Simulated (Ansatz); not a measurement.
# ZnO: the cost of one run

Method: reference: DFT, r2SCAN, plane waves, PAW, in Ansatz 0.2.0.

2 further runs of the same task are left out: 2 that didn't finish.

### 1 The starting structure

Symmetry: Fm-3m, No. 225, cubic system. Conventional cell: a = 4.268 Å, b = 4.268 Å, c = 4.268 Å, α = 90.00°, β = 90.00°, γ = 90.00°. Zn (site symmetry m-3m) is surrounded by 6 O at 2.13 Å. Around O (site symmetry m-3m) lie 6 Zn at 2.13 Å.

Coordinates:

```
CELL_PARAMETERS angstrom
0.00000 2.13377 2.13377
2.13377 0.00000 2.13377
2.13377 2.13377 0.00000
ATOMIC_POSITIONS crystal
Zn 0.00000 0.00000 0.00000
O 0.50000 0.50000 0.50000
```

### 2 The reference run

input.yaml

```yaml
crystal:
  lattice:
    - [0.0, 2.1337703831, 2.1337703831]
    - [2.1337703831, 0.0, 2.1337703831]
    - [2.1337703831, 2.1337703831, 0.0]
  atoms:
    - { symbol: Zn, position: [0.0, 0.0, 0.0] }
    - { symbol: O, position: [0.5, 0.5, 0.5] }
kpoints:
  mp_grid: { grid: [8, 8, 8] }
hamiltonian:
  xc: r2scan
scf:
  occupations: { method: fixed }
  n_extra_bands: 4
output:
  forces: true
  stress: true
  eigenvalues: true
```

Run with:

```bash
> ansatz run input.yaml --threads 4 --pin off --max-ram 3686MiB --backend cpu --events-out ev --progress --plain --runs-dir out
```

What time and memory should one allow on 4 threads of an x86-64 CPU, shared host?

About 3.8 s, with a peak of 0.37 GiB.
